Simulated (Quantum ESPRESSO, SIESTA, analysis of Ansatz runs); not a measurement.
# Levels of Ge_Al in Al2O3 (R-3c), rung by rung (SIESTA and Quantum ESPRESSO), part 2 of 4

Question: at which Fermi levels does Ge_Al in Al2O3 (R-3c) change its charge, and how much of the answer depends on the basis, the k-points and the program? The model is a cell of 80 host atoms with 1 Al taken out and 1 Ge put in.

SIESTA and Quantum ESPRESSO ; SIESTA numerical-orbital DFT, PBEsol, DZP basis, PseudoDojo 0.4.1 potentials converted to PSML; charged supercells in a uniform background, point-charge correction with alignment at far sites.

So far. Step 2 (Band edges): The gap at this level is 5.88 eV.

## (3) Relaxing each charge state

Level of this step: SIESTA numerical-orbital DFT, PBEsol, DZP basis, PseudoDojo 0.4.1 potentials converted to PSML; relaxation of all atoms of a defect supercell (SIESTA).

Each state starts from the atoms near the defect displaced at random, so that no symmetry of the ideal site is imposed. An odd electron count needs spin polarisation, and the total moment is held fixed to keep the state apart from its neighbours in spin. Charge 0 is shown in full.

File defect.fdf:

```
SystemName                      Al31GeO48
SystemLabel                     defect
NumberOfSpecies                 3
NumberOfAtoms                   80
%block ChemicalSpeciesLabel
  1   13 Al
  2   32 Ge
  3    8 O
%endblock ChemicalSpeciesLabel
LatticeConstant                 1.0 Ang
%block LatticeVectors
     4.798502000     2.770416000     8.688724000
    -4.798502000     2.770416000     8.688724000
     0.000000000    -5.540834000     8.688724000
%endblock LatticeVectors
AtomicCoordinatesFormat         Fractional
%block AtomicCoordinatesAndAtomicSpecies
     0.323487018     0.326805651     0.317829449  1
     0.426945627     0.420893796     0.431265198  2
     0.073649258     0.073649258     0.073649232  1
     0.176350772     0.176350772     0.176350708  1
     0.222387963     0.027611968     0.375000011  3
     0.469935795     0.128733838     0.280692097  3
     0.027611998     0.374999995     0.222387949  3
     0.374999996     0.222387994     0.027611953  3
     0.127341648     0.281886485     0.470218970  3
     0.275066188     0.468553632     0.126525970  3
     0.323572537     0.322352162     0.829154480  1
     0.426350742     0.426350742     0.926350768  1
     0.073649258     0.073649258     0.573649232  1
     0.172156688     0.174488056     0.677457349  1
     0.220578340     0.027177232     0.880832082  3
     0.469582576     0.129741360     0.779591277  3
     0.031552883     0.373501682     0.717214076  3
     0.369409443     0.226012216     0.526897281  3
     0.122141402     0.279202261     0.977408271  3
     0.271510483     0.474329102     0.626126540  3
     0.323395371     0.820381860     0.329623369  1
     0.426350742     0.926350742     0.426350768  1
     0.073649258     0.573649258     0.073649232  1
     0.170402551     0.676813276     0.180303140  1
     0.227621919     0.522737537     0.373644497  3
     0.473725550     0.629950963     0.272493626  3
     0.032316192     0.870418762     0.224518364  3
     0.368992250     0.722883237     0.030167876  3
     0.118794666     0.779670966     0.475621041  3
     0.275028016     0.967959623     0.129226138  3
     0.323649228     0.823649228     0.823649292  1
     0.426350742     0.926350742     0.926350768  1
     0.076610809     0.567661522     0.576756481  1
     0.180771694     0.672816087     0.678923730  1
     0.221989570     0.533631129     0.871865928  3
     0.472388002     0.625000005     0.777612051  3
     0.027611998     0.874999995     0.722387949  3
     0.373959290     0.728539863     0.524222942  3
     0.125000004     0.777612006     0.972388047  3
     0.277612037     0.972388032     0.624999989  3
     0.825808842     0.319898992     0.320703220  1
     0.926350742     0.426350742     0.426350768  1
     0.573649258     0.073649258     0.073649232  1
     0.679780836     0.180025462     0.171894777  1
     0.725094720     0.022429308     0.379087604  3
     0.970838804     0.119972011     0.280381267  3
     0.523527216     0.374363266     0.221797754  3
     0.875793492     0.216587289     0.032035070  3
     0.627594711     0.278287393     0.466317259  3
     0.780530976     0.476342694     0.119898281  3
     0.823649228     0.323649228     0.823649292  1
     0.926350742     0.426350742     0.926350768  1
     0.573780423     0.072718799     0.578897937  1
     0.676104935     0.177793122     0.680391291  1
     0.722387963     0.027611968     0.875000011  3
     0.972388002     0.125000005     0.777612051  3
     0.526908260     0.379351223     0.716879943  3
     0.880307248     0.218178570     0.525160671  3
     0.625000004     0.277612006     0.972388047  3
     0.777612037     0.472388032     0.624999989  3
     0.823649228     0.823649228     0.323649292  1
     0.926350742     0.926350742     0.426350768  1
     0.571723326     0.571054425     0.079950423  1
     0.677342124     0.670357469     0.180364333  1
     0.727716493     0.525497620     0.375778326  3
     0.972388002     0.625000005     0.277612051  3
     0.532656722     0.872220758     0.223914787  3
     0.874999996     0.722387994     0.027611953  3
     0.625000004     0.777612006     0.472388047  3
     0.777612037     0.972388032     0.124999989  3
     0.823649228     0.823649228     0.823649292  1
     0.926350742     0.926350742     0.926350768  1
     0.576754735     0.568746347     0.577520593  1
     0.676350772     0.676350772     0.676350708  1
     0.719538502     0.533869668     0.873501743  3
     0.974694429     0.624114806     0.772290619  3
     0.532978117     0.870265190     0.720919083  3
     0.870974376     0.719488133     0.530491111  3
     0.631140399     0.776700866     0.969765955  3
     0.774537038     0.971227149     0.623597649  3
%endblock AtomicCoordinatesAndAtomicSpecies
%block kgrid.MonkhorstPack
    1   0   0  0.25
    0   1   0  0.25
    0   0   1  0.25
%endblock kgrid.MonkhorstPack
XC.Functional                   GGA
XC.Authors                      PBEsol
PAO.BasisSize                   DZP
PAO.EnergyShift                 0.005 Ry
Mesh.Cutoff                     300 Ry
Spin                            polarized
%block DM.InitSpin
     2   0.200
    18   0.200
    20   0.200
    26   0.200
    49   0.200
%endblock DM.InitSpin
Spin.Fix                        true
Spin.Total                      1.0
OccupationFunction              FD
ElectronicTemperature           0.01 eV
MaxSCFIterations                150
SCF.MustConverge                true
SCF.Mixer.Method                Pulay
SCF.Mixer.Weight                0.1
SCF.Mixer.History               10
SCF.DM.Tolerance                3.0e-4
SCF.H.Tolerance                 3.0e-3 eV
WriteForces                     true
Charge.Mulliken                 end
SaveRho                         true
SaveElectrostaticPotential      true
Charge.Hirshfeld                end
Charge.Voronoi                  end
MD.TypeOfRun                    Broyden
MD.Steps                        90
MD.MaxForceTol                  0.04 eV/Ang
MD.MaxDispl                     0.15 Ang
WriteCoorStep                   true
AtomCoorFormatOut               Fractional
```

Started as:

```console
OMP_NUM_THREADS=1 siesta defect.fdf > defect.out
```

The log of the run:

```text
Version         : 5.4.2

                           ***********************
                           *  WELCOME TO SIESTA  *
                           ***********************

[...]
reinit: Reading from file defect.fdf

reinit: -----------------------------------------------------------------------
reinit: System Name: Al31GeO48
reinit: -----------------------------------------------------------------------
reinit: System Label: defect
reinit: -----------------------------------------------------------------------

[...]
initatom: Reading input for the pseudopotentials and atomic orbitals ----------
Species number:   1 Atomic number:   13 Label: Al
Species number:   2 Atomic number:   32 Label: Ge
Species number:   3 Atomic number:    8 Label: O

[... pseudopotential checks and orbital generation ...]

prinput: Basis input

PAO.BasisType split

%block ChemicalSpeciesLabel
    1   13 Al                      # Species index, atomic number, species label
    2   32 Ge                      # Species index, atomic number, species label
    3    8 O                       # Species index, atomic number, species label
%endblock ChemicalSpeciesLabel

%block PAO.Basis                 # Define Basis set
# WARNING: This information might be incomplete!
Al                    2                    # Species label, number of l-shells
 n=3   0   2                         # n, l, Nzeta
   6.641      4.635
   1.000      1.000
 n=3   1   2 P   1                   # n, l, Nzeta, Polarization, NzetaPol
   8.738      6.223
   1.000      1.000
Ge                    4                    # Species label, number of l-shells
 n=4   0   2                         # n, l, Nzeta
   5.669      3.870
   1.000      1.000
 n=4   1   2                         # n, l, Nzeta
   7.626      5.328
   1.000      1.000
 n=3   2   1                         # n, l, Nzeta
   3.015
   1.000
 n=4   2   1                         # n, l, Nzeta
   7.626
   1.000
O                     2                    # Species label, number of l-shells
 n=2   0   2                         # n, l, Nzeta
   3.812      2.360
   1.000      1.000
 n=2   1   2 P   1                   # n, l, Nzeta, Polarization, NzetaPol
[...]
%endblock PAO.Basis

prinput: ----------------------------------------------------------------------

coor:   Atomic-coordinates input format  =     Fractional

[...]
siesta: System type = bulk

initatomlists: Number of atoms, orbitals, and projectors:     80  1045  1200

[... echo of the settings ...]

siesta: k-grid: Number of k-points = 1
siesta: k-points from Monkhorst-Pack grid
siesta: k-cutoff (effective) =     4.799 Ang
siesta: k-point supercell and displacements
siesta: k-grid:     1     0     0      0.250
siesta: k-grid:     0     1     0      0.250
siesta: k-grid:     0     0     1      0.250

diag: Algorithm                                     = D&C
diag: Absolute tolerance                            =  0.100E-15
diag: Orthogonalization factor                      =  0.100E-05

superc: Internal auxiliary supercell:     5 x     5 x     5  =     125
superc: Number of atoms, orbitals, and projectors:  10000 130625 150000

                     ====================================
                        Begin Broyden opt. move =      0
                     ====================================

[...]
superc: Internal auxiliary supercell:     5 x     5 x     5  =     125
superc: Number of atoms, orbitals, and projectors:  10000 130625 150000

outcell: Unit cell vectors (Ang):
        4.798502    2.770416    8.688724
       -4.798502    2.770416    8.688724
        0.000000   -5.540834    8.688724

outcell: Cell vector modules (Ang)   :   10.305084   10.305084   10.305084
outcell: Cell angles (23,13,12) (deg):     55.5038     55.5038     55.5038
outcell: Cell volume (Ang**3)        :    693.0396
[...]
Initializing Density Matrix...

[...]
DM filled with atomic data (user-defined):

InitMesh: MESH = 96 x 96 x 96 = 884736
InitMesh: Mesh cutoff (required, used) =   300.000   337.390 Ry

[...]
iscf     Eharris(eV)        E_KS(eV)     FreeEng(eV)     dDmax     Ef_up Ef_dn(eV) dHmax(eV)
   scf:    1   -25673.834165   -25976.345011   -25976.345011  0.779968 -3.642015-10.562046 10.778495
[...]
scf:    2   -26021.798136   -26000.126253   -26000.126253  0.211324 -3.609732 -9.090064  7.159422
[...]
scf:    3   -26045.316708   -26030.534523   -26030.534523  0.270581 -3.033927 -8.520356  1.584389
[...]
scf:    4   -26031.057958   -26030.874001   -26030.874001  0.011769 -3.078707 -8.550293  0.590134
[...]
scf:    5   -26030.903644   -26030.900618   -26030.900618  0.018673 -3.009761 -8.464047  0.237657
[...]
scf:    6   -26030.920693   -26030.912594   -26030.912594  0.014215 -3.136207 -8.570894  0.139777
[...]
scf:    7   -26030.915401   -26030.915591   -26030.915591  0.006112 -3.126256 -8.544445  0.098105
[...]
scf:    8   -26030.916236   -26030.916409   -26030.916409  0.004751 -3.162652 -8.578858  0.052281
[...]
scf:    9   -26030.916665   -26030.916573   -26030.916573  0.000655 -3.150927 -8.563861  0.027098
[...]
scf:   10   -26030.916565   -26030.916580   -26030.916580  0.000856 -3.142290 -8.554703  0.012361
[...]
scf:    1   -26033.024855   -26033.015050   -26033.015050  0.208365 -5.038156 -8.697564  0.020177
[...]
scf:    2   -26033.014157   -26033.014847   -26033.014847  0.002234 -5.039762 -8.699508  0.050375
[...]
scf:    3   -26033.015244   -26033.015157   -26033.015157  0.001496 -5.038621 -8.698165  0.003828
[...]
scf:    4   -26033.015168   -26033.015164   -26033.015164  0.000117 -5.038500 -8.698129  0.001752
     spin moment: {S} , |S| = {        0.0        0.0    1.00000 }     1.00000

SCF Convergence by DM+H criterion
[...]
SCF cycle converged after 4 iterations

[...]
siesta: E_KS(eV) =           -26033.0152

siesta: Atomic forces (eV/Ang):
     1    0.003939   -0.000452    0.025993
     2   -0.009396    0.000781    0.028677
     3    0.005841    0.011598    0.007956
     4   -0.011829   -0.003760    0.006721
     5   -0.005600   -0.000509    0.005485
     6   -0.004569    0.002041    0.011357
     7   -0.011849   -0.008301    0.024845
     8    0.000378   -0.004490    0.010599
     9    0.001060    0.000372    0.024545
    10   -0.000290   -0.014007    0.023851
[...]
76    0.001480   -0.003566   -0.000304
    77    0.002581    0.016694   -0.022748
    78   -0.004060    0.008006   -0.014879
    79    0.008794    0.016852   -0.007090
    80    0.006479    0.015286    0.009143
   Tot    0.002547    0.002608   -0.001300
   Max    0.036067
   Res    0.011619    sqrt( Sum f_i^2 / 3N )
   Max    0.036067    constrained

Stress tensor Voigt[x,y,z,yz,xz,xy] (kbar):      -30.31      -30.39      -16.75       -0.02       -0.03        0.03
[...]
outcoor: Relaxed atomic coordinates (fractional):
    0.32401740    0.32381929    0.32435180   1       1  Al
    0.43119338    0.43035630    0.43140453   2       2  Ge
    0.07343184    0.07307984    0.07443366   1       3  Al
    0.17678268    0.17573184    0.17666209   1       4  Al
    0.22273336    0.02760417    0.37516745   3       5  O
    0.47271824    0.12518183    0.27670080   3       6  O
    0.02828856    0.37426312    0.22238691   3       7  O
    0.37503627    0.22207623    0.02823779   3       8  O
    0.12553611    0.27591082    0.47278956   3       9  O
    0.27638397    0.47228796    0.12559346   3      10  O
    0.32320683    0.32098678    0.82960435   1      11  Al
    0.42636712    0.42717700    0.92712663   1      12  Al
    0.07456947    0.07324544    0.57389685   1      13  Al
    0.17493713    0.17503063    0.67818221   1      14  Al
    0.22196489    0.02731602    0.87589417   3      15  O
    0.47228448    0.12562654    0.77675192   3      16  O
    0.02688967    0.37396677    0.72338987   3      17  O
    0.37717286    0.21078862    0.52871568   3      18  O
[...]
0.32157509    0.82868187    0.32379961   1      21  Al
    0.42751212    0.92677218    0.42665637   1      22  Al
    0.07369548    0.57329070    0.07448287   1      23  Al
[...]
0.67782893    0.67879314    0.17458328   1      64  Al
[...]
0.82341199    0.82316739    0.82402825   1      71  Al
    0.92654504    0.92627086    0.92660828   1      72  Al
    0.57375087    0.57329580    0.57373530   1      73  Al
    0.67612286    0.67577134    0.67684006   1      74  Al
[...]
0.96830997    0.62606727    0.78008007   3      76  O
    0.52736413    0.87296381    0.72422586   3      77  O
    0.87345373    0.72266948    0.52808271   3      78  O
    0.62626879    0.77938465    0.96909044   3      79  O
    0.77943362    0.96775920    0.62709369   3      80  O

[...]
siesta: Final energy (eV):
siesta:  Band Struct. =   -6211.334259
siesta:       Kinetic =   17443.486204
siesta:       Hartree =    6657.008613
[...]
siesta:         Exch. =   -6472.826390
siesta:         Corr. =    -560.876792
[...]
siesta:   Exch.-corr. =   -7033.703181
siesta:  Ion-electron =  -29394.737223
siesta:       Ion-ion =  -13705.069576
[...]
siesta:         Total =  -26033.015164
siesta:      Fermi_up =      -5.038500
siesta:      Fermi_dn =      -8.698129

siesta: Stress tensor (static) (eV/Ang**3):
siesta:    -0.018917    0.000020   -0.000016
siesta:     0.000020   -0.018967   -0.000012
siesta:    -0.000016   -0.000012   -0.010452

siesta: Cell volume =        693.039557 Ang**3

siesta: Pressure (static):
siesta:                Solid            Molecule  Units
siesta:           0.00017548          0.00018456  Ry/Bohr**3
siesta:           0.01611196          0.01694511  eV/Ang**3
siesta:          25.81420528         27.14905416  kBar

[...]
mulliken: Qtot =      198.000

[...]
mulliken: Qtot =      197.000

Mulliken Atomic Populations:
Atom #   charge [q] valence [e]      Sz [e]  Species
     1     0.520570    2.479430    0.006185  Al
     2     1.401768   12.598232    0.403695  Ge
     3     0.642937    2.357063    0.004774  Al
     4     0.616477    2.383523    0.003013  Al
     5    -0.409346    6.409346    0.000075  O
     6    -0.416544    6.416544    0.000558  O
     7    -0.409581    6.409581    0.000074  O
     8    -0.409683    6.409683    0.000074  O
     9    -0.416767    6.416767    0.000562  O
    10    -0.416790    6.416790    0.000557  O
    11     0.592158    2.407842    0.004070  Al
    12     0.647792    2.352208    0.001022  Al
    13     0.603750    2.396250    0.002098  Al
    14     0.632023    2.367977   -0.003803  Al
    15    -0.417268    6.417268   -0.000003  O
    16    -0.427702    6.427702   -0.000533  O
    17    -0.413839    6.413839   -0.000006  O
    18    -0.479562    6.479562    0.059334  O
[...]
21     0.592810    2.407190    0.004010  Al
    22     0.648678    2.351322    0.001033  Al
    23     0.604409    2.395591    0.002095  Al
[...]
64     0.663107    2.336893   -0.000079  Al
[...]
71     0.557930    2.442070    0.016931  Al
    72     0.625115    2.374885    0.000448  Al
    73     0.596366    2.403634   -0.000438  Al
    74     0.617472    2.382528    0.005835  Al
[...]
76    -0.410834    6.410834    0.002768  O
    77    -0.412465    6.412465   -0.000013  O
    78    -0.412244    6.412244   -0.000012  O
    79    -0.410469    6.410469    0.002759  O
    80    -0.410353    6.410353    0.002721  O
 Total    -0.000000                1.000000

[...]
Job completed
```

Run time: 1.7 h. Hardware: 1 MPI rank of Arm Neoverse V2, shared host; peak memory 2.3 GiB.

The steps and moves of this run count from the displaced start.

Step by step:

```csv
step,energy less that of the first step (eV),largest force (eV/Å)
0,0.0000,3.3053
1,-1.3758,1.7198
2,-1.8227,0.8610
3,-2.0004,0.4127
4,-2.0666,0.1841
5,-2.0862,0.1287
6,-2.0941,0.0906
7,-2.0986,0.0500
```

The atoms that moved most (Å):

```csv
atom,dx,dy,dz,length
O49,0.164,-0.048,0.044,0.177
O20,-0.047,-0.131,0.046,0.147
O25,-0.104,-0.053,-0.066,0.134
Ge2,-0.025,0.037,0.120,0.128
O18,0.110,-0.031,-0.049,0.125
O26,-0.060,0.098,0.014,0.116
Al63,-0.005,0.077,-0.027,0.082
O47,0.010,0.077,-0.026,0.082
```

Neighbours of Ge2 at the end:

```csv
atom,distance (Å)
O49,1.980
O26,1.981
O20,1.982
O18,2.159
O47,2.159
O25,2.163
Al1,2.787
Al53,2.875
Al63,2.875
Al33,2.876
```

Energies on the run's own zero. States near gap, by row:

```csv
spin,k,band,energy (eV),filled by count
up,0,194,-9.214,1
up,0,195,-9.147,1
up,0,196,-9.039,1
up,0,197,-9.031,1
up,0,198,-5.471,1
up,0,199,-2.605,0
up,0,200,-1.714,0
up,0,201,-1.004,0
up,0,202,-0.8549,0
down,0,193,-9.211,1
down,0,194,-9.197,1
down,0,195,-9.096,1
down,0,196,-9.012,1
down,0,197,-9.01,1
down,0,198,-5.049,0
down,0,199,-2.579,0
down,0,200,-1.505,0
down,0,201,-0.9007,0
```

(Part 2 of 4 ends here.)

[Logs are printed without paths, hosts, clocks, repeated set-up lines and the standing remarks that a program may print on its own settings, such as how far it seeks lower states.]

[Hosts, paths, dates, database ids (printed as entryN), source tags and the programs' standing remarks are cut or masked in the printed files.]

[For some hosts the program warned that the k-mesh of the response run may be too coarse for force constants and the static dielectric constant; such warnings are not shown here.]

[Charge tables in the logs are Mulliken or Hirshfeld populations, whose sizes and signs can differ; where basis functions stand at a vacancy, SIESTA counts their charge against the missing atom's valence.]

[In relaxation paths of CP2K, step 0 can be the structure after the first move, since the trajectory file begins there, and the last row can be the final structure solved once more.]
